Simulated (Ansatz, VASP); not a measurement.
## C61N2 in two plane-wave programs

Aim: how closely do two programs agree when they are given the same cell, functional and k mesh? The cell is taken from a series of runs on this material, whose earlier steps may have relaxed, scaled, displaced or heated it; both programs get it as it stands.

Main program and level: Ansatz 0.2.0; plane waves, with VASP 6.6.1 beside it; single point at PBE.

**1. The structure**

The cell holds 63 atoms: 61 C and 2 N. Cell: a = 7.143 Å, b = 7.143 Å, c = 7.143 Å, α = 90.0°, β = 90.0°, γ = 90.0°. It derives from C (C (Fd-3m)). Nearest the centre at fractional (0.292, 0.375, 0.375): N62 at 1.41 Å, N63 at 1.43 Å, C46 at 2.04 Å, C39 at 2.04 Å, C5 at 2.13 Å, C4 at 2.13 Å, C19 at 2.14 Å, C12 at 2.14 Å. The cell carries charge −1.

**2. Ansatz: single point, PBE**

Ansatz runs on its default PAW (the set named soft_2) files.

With cell and atoms fixed, the geometry can't cause a difference; cores, projectors, grids and the points listed under the comparison can.

File input.yaml:

```yaml
crystal:
  lattice:
    - [7.14316351, 0.0, 0.0]
    - [0.0, 7.14316351, 0.0]
    - [0.0, 0.0, 7.14316351]
  atoms:
    - { symbol: C, position: [-0.000829896, -0.001150861, 0.249998013] }
    - { symbol: C, position: [-0.000825495, 0.249952129, -0.001104303] }
    - { symbol: C, position: [0.250173813, -0.000986341, -0.000943391] }
    - { symbol: "N", position: [0.240017377, 0.240002955, 0.240047673] }
    - { symbol: C, position: [0.126435718, 0.126443956, 0.36929933] }
    - { symbol: C, position: [0.126436632, 0.369260594, 0.126494863] }
    - { symbol: C, position: [0.369937627, 0.126187045, 0.126230849] }
    - { symbol: C, position: [0.000151548, 0.000747958, 0.749380827] }
    - { symbol: C, position: [0.002620721, 0.252578461, 0.497564123] }
    - { symbol: C, position: [0.251391812, 0.002648734, 0.497897876] }
    - { symbol: C, position: [0.25127146, 0.252359215, 0.747344031] }
    - { symbol: C, position: [0.125340643, 0.12599027, 0.873552636] }
    - { symbol: C, position: [0.125814358, 0.380957011, 0.624380913] }
    - { symbol: C, position: [0.377282894, 0.129327733, 0.621094021] }
    - { symbol: C, position: [0.375379068, 0.375270026, 0.87523452] }
    - { symbol: C, position: [0.002619177, 0.497517476, 0.252626932] }
    - { symbol: C, position: [0.000149305, 0.749342219, 0.000793843] }
    - { symbol: C, position: [0.251388965, 0.497858418, 0.002693006] }
    - { symbol: C, position: [0.251268427, 0.747300448, 0.252400117] }
    - { symbol: C, position: [0.125815054, 0.624340796, 0.380996248] }
    - { symbol: C, position: [0.125339121, 0.873509705, 0.126032549] }
    - { symbol: C, position: [0.377286295, 0.621050583, 0.129372336] }
    - { symbol: C, position: [0.375377309, 0.875191785, 0.375309854] }
    - { symbol: C, position: [-0.001211316, 0.500073744, 0.751479417] }
    - { symbol: C, position: [-0.001212943, 0.751431616, 0.500113116] }
    - { symbol: "N", position: [0.238979586, 0.511043109, 0.511084068] }
    - { symbol: C, position: [0.250213501, 0.751496751, 0.751534153] }
    - { symbol: C, position: [0.12534168, 0.624472639, 0.87709463] }
    - { symbol: C, position: [0.12534462, 0.877048613, 0.624512467] }
    - { symbol: C, position: [0.369945628, 0.62459128, 0.624630084] }
    - { symbol: C, position: [0.375050616, 0.875435823, 0.875477289] }
    - { symbol: C, position: [0.498471143, 0.001793557, 0.251154938] }
    - { symbol: C, position: [0.498473149, 0.251112162, 0.001841859] }
    - { symbol: C, position: [0.749268099, 6.9966e-05, 0.000117565] }
    - { symbol: C, position: [0.749654613, 0.249772533, 0.249822475] }
    - { symbol: C, position: [0.624724868, 0.126791428, 0.376651588] }
    - { symbol: C, position: [0.624726202, 0.376606132, 0.126843077] }
    - { symbol: C, position: [0.874646585, 0.12495352, 0.12499773] }
    - { symbol: C, position: [0.874926285, 0.375191383, 0.375239131] }
    - { symbol: C, position: [0.499202181, -8.2271e-05, 0.750168764] }
    - { symbol: C, position: [0.510312823, 0.244363241, 0.505374588] }
    - { symbol: C, position: [0.75106841, -0.00095784, 0.498709174] }
    - { symbol: C, position: [0.751000192, 0.251258125, 0.750896789] }
    - { symbol: C, position: [0.624215134, 0.125483168, 0.875790506] }
    - { symbol: C, position: [0.624305679, 0.373597381, 0.623305505] }
    - { symbol: C, position: [0.876347609, 0.12604035, 0.624426546] }
    - { symbol: C, position: [0.875568972, 0.374895414, 0.875381988] }
    - { symbol: C, position: [0.510313126, 0.505325002, 0.244414403] }
    - { symbol: C, position: [0.499197923, 0.750126271, -3.8827e-05] }
    - { symbol: C, position: [0.751068919, 0.498669133, -0.000908313] }
    - { symbol: C, position: [0.750996528, 0.750847183, 0.251301363] }
    - { symbol: C, position: [0.624307521, 0.623263731, 0.37364253] }
    - { symbol: C, position: [0.624213109, 0.875746485, 0.125525565] }
    - { symbol: C, position: [0.876344653, 0.62438241, 0.126086063] }
    - { symbol: C, position: [0.875567943, 0.875332337, 0.37493889] }
    - { symbol: C, position: [0.498233005, 0.498740116, 0.74800413] }
    - { symbol: C, position: [0.498233087, 0.747960886, 0.498774848] }
    - { symbol: C, position: [0.749422094, 0.499935595, 0.499980091] }
    - { symbol: C, position: [0.749115747, 0.749831913, 0.749872648] }
    - { symbol: C, position: [0.624223525, 0.624898132, 0.874641955] }
    - { symbol: C, position: [0.624224094, 0.874600144, 0.624938999] }
    - { symbol: C, position: [0.874313113, 0.62544388, 0.625487307] }
    - { symbol: C, position: [0.874861797, 0.875195898, 0.875238482] }
total_charge: -1
basis:
  ecutwfc: 420
  xc_grid: 2
hamiltonian:
  xc: pbe
kpoints:
  mp_grid: { grid: [2, 2, 2], shift: [0.5, 0.5, 0.5] }
magnetization:
  spin_polarized: true
  initial_magnetization: 1
  spin_locking: { lock_magnetization: hard }
scf:
  occupations: { method: fermi_dirac, width: 0.01 }
  max_iter: 120
output:
  forces: true
  efg: {}
  eigenvalues: true
checkpoint:
  read: "../relax.run"
```

Run with:

```
> ansatz run input.yaml --threads 2 --pin off --max-ram 3768MiB --backend cpu --events-out ev --progress --plain --runs-dir out
```

Log:

```text
Warning: the atoms were moved onto the symmetric positions of the space group found under crystal.symmetry.tolerance 1.0e-5 (fractional; no operation is sought that the atoms, as they stand in a round, miss by more than twice it, and no atom is moved by as much as it), and the run uses the moved positions. Before a round's move an operation carried an atom to 6.63e-5 Å from where it should land, the largest such dist [...]
[...]
electrostatic potential = -418.700156 V   contact ρ = 866.379701 e/Å³   contact ρ_s (e/Å³): all electrons +0.045334, valence +0.049404
  atom  57  C  V_zz =    -0.350465   η = 0.8240   by run symmetry: allowed
            electrostatic potential = -418.700156 V   contact ρ = 866.379701 e/Å³   contact ρ_s (e/Å³): all electrons +0.045334, valence +0.049404
  atom  58  C  V_zz =    +0.368716   η = 0.1378   by run symmetry: allowed
            electrostatic potential = -418.917925 V   contact ρ = 866.410682 e/Å³   contact ρ_s (e/Å³): all electrons -0.006246, valence +0.000245
  atom  59  C  V_zz =    +0.165562   η = 0.1111   by run symmetry: allowed
            electrostatic potential = -418.632039 V   contact ρ = 866.367690 e/Å³   contact ρ_s (e/Å³): all electrons +0.008441, valence +0.010900
  atom  60  C  V_zz =    +0.115533   η = 0.6311   by run symmetry: allowed
            electrostatic potential = -418.620338 V   contact ρ = 866.368780 e/Å³   contact ρ_s (e/Å³): all electrons -0.005675, valence -0.006759
  atom  61  C  V_zz =    +0.115533   η = 0.6311   by run symmetry: allowed
            electrostatic potential = -418.620338 V   contact ρ = 866.368780 e/Å³   contact ρ_s (e/Å³): all electrons -0.005675, valence -0.006759
  atom  62  C  V_zz =    -0.206106   η = 0.4986   by run symmetry: allowed
            electrostatic potential = -418.662635 V   contact ρ = 866.346396 e/Å³   contact ρ_s (e/Å³): all electrons -0.007766, valence -0.008292
  atom  63  C  V_zz =    -0.101438   η = 0.8990   by run symmetry: allowed
            electrostatic potential = -418.498743 V   contact ρ = 866.360858 e/Å³   contact ρ_s (e/Å³): all electrons -0.001439, valence -0.001552
--- Band table (eV; the first three rows and the last of 6) ---
  k-point 0 ↑: bands = ["-8.3533", "-7.5571", "-7.1377", "-6.9761", "-6.3709", "-6.0007", "-5.8434", "-5.3567", "-4.9054", "-4.7434", "-4.5752", "-4.2009", "-3.7782", "-3.7478", "-3.6978", "-3.6776", "-3.6228", "-3.0894", "-3.0279", "-2.7752", "-2.1595", "-1.8624", "-1.8486", "-1.6781", "-1.5858", "-1.3680", "-1.1904", "-0.9033", "-0.8632", "-0.7859", "-0.6721", "-0.3403", "0.3430", "0.3818", "0.5736", "1.1363", "1.3 [...]
  k-point 1 ↑: bands = ["-8.3452", "-7.5610", "-7.2606", "-6.8613", "-6.2432", "-6.1688", "-5.7139", "-5.2409", "-5.1054", "-4.7585", "-4.5922", "-4.3935", "-3.8624", "-3.7822", "-3.6637", "-3.6608", "-3.3629", "-3.0422", "-2.9897", "-2.5398", "-2.1383", "-2.1327", "-1.8085", "-1.7778", "-1.5554", "-1.3553", "-1.2078", "-0.9296", "-0.9068", "-0.8001", "-0.7788", "-0.0805", "0.3362", "0.3868", "0.5285", "1.0935", "1.2 [...]
  k-point 2 ↑: bands = ["-8.3530", "-7.5599", "-7.1332", "-6.9761", "-6.3749", "-5.9970", "-5.8434", "-5.3622", "-4.8987", "-4.7430", "-4.5764", "-4.2047", "-3.7779", "-3.7431", "-3.7014", "-3.6789", "-3.6210", "-3.0855", "-3.0375", "-2.7760", "-2.1600", "-1.8551", "-1.8428", "-1.6772", "-1.5847", "-1.3674", "-1.1913", "-0.9053", "-0.8668", "-0.7852", "-0.6740", "-0.3384", "0.3530", "0.3814", "0.5783", "1.1206", "1.3 [...]
  k-point 2 ↓: bands = ["-8.3447", "-7.5549", "-7.1198", "-6.9605", "-6.3663", "-5.9855", "-5.8241", "-5.3525", "-4.8845", "-4.7268", "-4.5630", "-4.1938", "-3.7691", "-3.7244", "-3.6841", "-3.6645", "-3.5971", "-3.0758", "-3.0228", "-2.7457", "-2.1497", "-1.8390", "-1.8204", "-1.6642", "-1.5731", "-1.3514", "-1.1809", "-0.8963", "-0.8610", "-0.7724", "-0.6179", "-0.2864", "0.3635", "0.3993", "0.6040", "1.1269", "1.3 [...]
```

**3. VASP: single point, PBE**

The same cell, functional, mesh and smearing now go to VASP, with its own data sets.

Lines of VASP's logs that name or quote its potential files are left out, and so is its time.

File INCAR:

```
SYSTEM = C61N2
PREC = Accurate
ENCUT = 520
EDIFF = 1E-06
NELM = 200
ISMEAR = -1
SIGMA = 0.01
LREAL = Auto
ALGO = Normal
GGA = PE
NELECT = 255
NBANDS = 176
ISPIN = 2
MAGMOM = 0 0 0 0 0 -0 0 0 0 0 -0 0 -0 -0 0 0 0 0 0 -0 -0 -0 0 0 0 -0 -0 -0 0.01 0 0 0 0 -0 -0 -0 -0 0.02 0.18 0.01 0.01 -0 -0.01 -0 0 0.18 0.02 0.01 0.01 -0.01 -0 -0 0 0 0 0 0 -0 -0 -0 -0 0 0
LORBIT = 11
LWAVE = .FALSE.
LCHARG = .FALSE.
ISIF = 2
ISYM = 2
NUPDOWN = 1
LASPH = .TRUE.
GGA_COMPAT = .FALSE.
KPAR = 2
```

File POSCAR:

```
C61N2
1.0
    7.1431635104      0.0000000000      0.0000000000
    0.0000000000      7.1431635104      0.0000000000
    0.0000000000      0.0000000000      7.1431635104
C N
61 2
Direct
    0.9991701041      0.9988491386      0.2499980129
    0.9991745045      0.2499521291      0.9988956974
    0.2501738135      0.9990136594      0.9990566092
    0.1264357184      0.1264439562      0.3692993299
    0.1264366319      0.3692605942      0.1264948629
    0.3699376273      0.1261870452      0.1262308494
    0.0001515481      0.0007479578      0.7493808271
    0.0026207212      0.2525784613      0.4975641230
    0.2513918121      0.0026487336      0.4978978758
    0.2512714598      0.2523592149      0.7473440311
    0.1253406432      0.1259902702      0.8735526364
    0.1258143583      0.3809570110      0.6243809130
    0.3772828941      0.1293277327      0.6210940209
    0.3753790684      0.3752700257      0.8752345199
    0.0026191768      0.4975174762      0.2526269317
    0.0001493045      0.7493422187      0.0007938427
    0.2513889648      0.4978584183      0.0026930061
    0.2512684274      0.7473004479      0.2524001171
    0.1258150540      0.6243407962      0.3809962480
    0.1253391215      0.8735097046      0.1260325490
    0.3772862950      0.6210505833      0.1293723361
    0.3753773091      0.8751917846      0.3753098537
    0.9987886838      0.5000737436      0.7514794168
    0.9987870569      0.7514316163      0.5001131160
    0.2502135006      0.7514967514      0.7515341525
    0.1253416798      0.6244726394      0.8770946304
    0.1253446195      0.8770486129      0.6245124669
    0.3699456284      0.6245912802      0.6246300839
    0.3750506164      0.8754358228      0.8754772893
    0.4984711429      0.0017935571      0.2511549381
    0.4984731487      0.2511121622      0.0018418588
    0.7492680987      0.0000699658      0.0001175649
    0.7496546125      0.2497725330      0.2498224748
    0.6247248685      0.1267914284      0.3766515878
    0.6247262018      0.3766061324      0.1268430771
    0.8746465847      0.1249535203      0.1249977305
    0.8749262851      0.3751913832      0.3752391306
    0.4992021809      0.9999177289      0.7501687642
    0.5103128232      0.2443632413      0.5053745875
    0.7510684101      0.9990421602      0.4987091736
    0.7510001923      0.2512581250      0.7508967894
    0.6242151341      0.1254831679      0.8757905061
    0.6243056791      0.3735973809      0.6233055051
    0.8763476085      0.1260403500      0.6244265463
    0.8755689717      0.3748954143      0.8753819880
    0.5103131264      0.5053250022      0.2444144033
    0.4991979230      0.7501262710      0.9999611731
    0.7510689194      0.4986691331      0.9990916869
    0.7509965285      0.7508471831      0.2513013628
    0.6243075213      0.6232637309      0.3736425297
    0.6242131095      0.8757464847      0.1255255647
    0.8763446526      0.6243824096      0.1260860629
    0.8755679430      0.8753323371      0.3749388898
    0.4982330050      0.4987401156      0.7480041301
    0.4982330865      0.7479608860      0.4987748484
    0.7494220938      0.4999355949      0.4999800906
    0.7491157468      0.7498319131      0.7498726481
    0.6242235249      0.6248981323      0.8746419546
    0.6242240940      0.8746001438      0.6249389988
    0.8743131131      0.6254438797      0.6254873073
    0.8748617972      0.8751958979      0.8752384824
    0.2400173766      0.2400029545      0.2400476732
    0.2389795860      0.5110431086      0.5110840680
```

File KPOINTS:

```
Points of the shifted mesh
8
Reciprocal
 0.2500000000  0.2500000000  0.2500000000 1
 0.2500000000  0.2500000000  0.7500000000 1
 0.2500000000  0.7500000000  0.2500000000 1
 0.2500000000  0.7500000000  0.7500000000 1
 0.7500000000  0.2500000000  0.2500000000 1
 0.7500000000  0.2500000000  0.7500000000 1
 0.7500000000  0.7500000000  0.2500000000 1
 0.7500000000  0.7500000000  0.7500000000 1
```

PAW data sets: C and N (PBE family, release 64).

Run with:

```
> mpirun -np 8 vasp_std
```

Log:

```text
[banner, memory and clock lines left out]
running    8 mpi-ranks, on    1 nodes
[...]
|                                                                             |
|           W    W    AA    RRRRR   N    N  II  N    N   GGGG   !!!           |
|           W    W   A  A   R    R  NN   N  II  NN   N  G    G  !!!           |
|           W    W  A    A  R    R  N N  N  II  N N  N  G       !!!           |
|           W WW W  AAAAAA  RRRRR   N  N N  II  N  N N  G  GGG   !            |
|           WW  WW  A    A  R   R   N   NN  II  N   NN  G    G                |
|           W    W  A    A  R    R  N    N  II  N    N   GGGG   !!!           |
|                                                                             |
|     For optimal performance we recommend to set                             |
|       NCORE = 2 up to number-of-cores-per-socket                            |
|     NCORE specifies how many cores store one orbital (NPAR=cpu/NCORE).      |
|     This setting can greatly improve the performance of VASP for DFT.       |
[...]
DAV:   2    -0.504834510676E+03   -0.13355E+04   -0.12675E+04  6888   0.286E+02
DAV:   3    -0.574034239453E+03   -0.69200E+02   -0.68501E+02  7168   0.618E+01
DAV:   4    -0.575431707832E+03   -0.13975E+01   -0.13921E+01  7264   0.856E+00
DAV:   5    -0.575462167478E+03   -0.30460E-01   -0.30407E-01  7112   0.129E+00BRMIX: very serious problems
 the old and the new charge density differ
 old charge density:   254.00000 new  255.00000
BRMIX: very serious problems
 the old and the new charge density differ
 old charge density:   254.00000 new  255.00000
    0.316E+01
DAV:   6    -0.559388640165E+03    0.16074E+02   -0.13548E+01  6600   0.885E+00    0.185E+01
DAV:   7    -0.554539573577E+03    0.48491E+01   -0.13513E+01  6760   0.848E+00    0.515E+00
DAV:   8    -0.554604879348E+03   -0.65306E-01   -0.76801E-01  6960   0.229E+00    0.258E+00
DAV:   9    -0.554617521848E+03   -0.12643E-01   -0.11177E-01  6936   0.977E-01    0.870E-01
[...]
DAV:  15    -0.554618190692E+03   -0.94915E-05   -0.66184E-06  6560   0.819E-03    0.561E-03
DAV:  16    -0.554618192543E+03   -0.18513E-05   -0.21798E-06  4904   0.439E-03    0.197E-03
DAV:  17    -0.554618192725E+03   -0.18175E-06   -0.16827E-07  3656   0.135E-03
   1 F= -.55461819E+03 E0= -.55461819E+03  d E =-.218932E-12  mag=     1.0000
```

OUTCAR, selected parts (step 3):

```text
  FREE ENERGIE OF THE ION-ELECTRON SYSTEM (eV)
  ---------------------------------------------------
  free  energy   TOTEN  =      -554.6181927249 eV

  energy  without entropy=     -554.6181927249  energy(sigma->0) =     -554.61819272

 magnetization (x)
# of ion       s       p       d       tot
------------------------------------------
    1        0.000   0.001   0.000   0.001
    2        0.000   0.001   0.000   0.001
    3        0.000   0.000   0.000   0.000
    4        0.000   0.001   0.000   0.001
    5        0.000   0.001   0.000   0.001
    6       -0.000  -0.000   0.000  -0.001
    7        0.000   0.001   0.000   0.002
    8        0.000   0.002   0.000   0.002
    9        0.001   0.003   0.000   0.004
   10        0.001   0.003   0.000   0.004
   11       -0.000  -0.000   0.000  -0.001
   12        0.000   0.001   0.000   0.001
   13       -0.001  -0.002   0.000  -0.003
[...]
--------------------------------------------------
tot          0.084   0.536   0.000   0.620

[... 1 further part left out ...]
```

The run ends at a pressure of 6.07 GPa, with forces up to 0.19 eV/Å.

**4. Differences**

Known differences besides the potentials themselves: VASP starts from the moments at which Ansatz ended; the cutoff is 420 eV in Ansatz and 520 eV in VASP (PREC = Accurate, projectors in real space); site moments are counted in spheres of each program's own size. Total energies have different zeros and are not compared.

Compared:

```tsv
quantity	Ansatz	VASP	difference
total moment, fixed by the input (μB)	1.00	1.00	0.00
moment on C46 (μB)	0.18	0.24	-0.06
moment on C39 (μB)	0.18	0.24	-0.06
```

Forces on 9 of the 63 atoms, those with the largest forces and the largest differences (eV/Å; atoms numbered as in POSCAR):

```tsv
atom	Ansatz x, y, z	VASP x, y, z
C4	-0.092, -0.073, 0.056	-0.093, -0.073, 0.075
C5	-0.092, 0.056, -0.073	-0.093, 0.075, -0.073
C12	-0.012, -0.008, -0.057	-0.016, -0.032, -0.064
C19	-0.012, -0.057, -0.008	-0.016, -0.064, -0.032
C39	0.089, 0.156, -0.033	0.073, 0.173, -0.039
C46	0.089, -0.033, 0.156	0.073, -0.039, 0.173
C54	0.070, 0.093, 0.071	0.073, 0.095, 0.074
C55	0.070, 0.071, 0.093	0.073, 0.074, 0.095
C56	0.070, 0.090, 0.090	0.077, 0.091, 0.091
```

The forces differ by 6.1 meV/Å r.m.s., which is 10.2 % of the r.m.s. force of 0.060 eV/Å (both taken over all components). The cell carries a charge of -1 e against a uniform background, so its pressure also hangs on how the neutralising background is counted, and in a defect's cell a gap may be the spacing between its levels.

**5. Results**

| Item | Value |
| --- | --- |
| r.m.s. force difference (single point, PBE) | 6.1 meV/Å |

The r.m.s. force difference is 6.1 meV/Å (single point, PBE), within the 12 meV/Å picked in this series as the mark of a large difference. How closely two codes agree says nothing of how well the functional describes the real material.

[Lines on the potential files, build, host, timing and source positions are cut from VASP's logs without a mark.]

[Logs are printed without paths, hosts, clocks, repeated set-up lines and the standing remarks that a program may print on its own settings, such as how far it seeks lower states.]

[Hosts, paths, dates, database ids (printed as entryN), source tags and the programs' standing remarks are cut or masked in the printed files.]
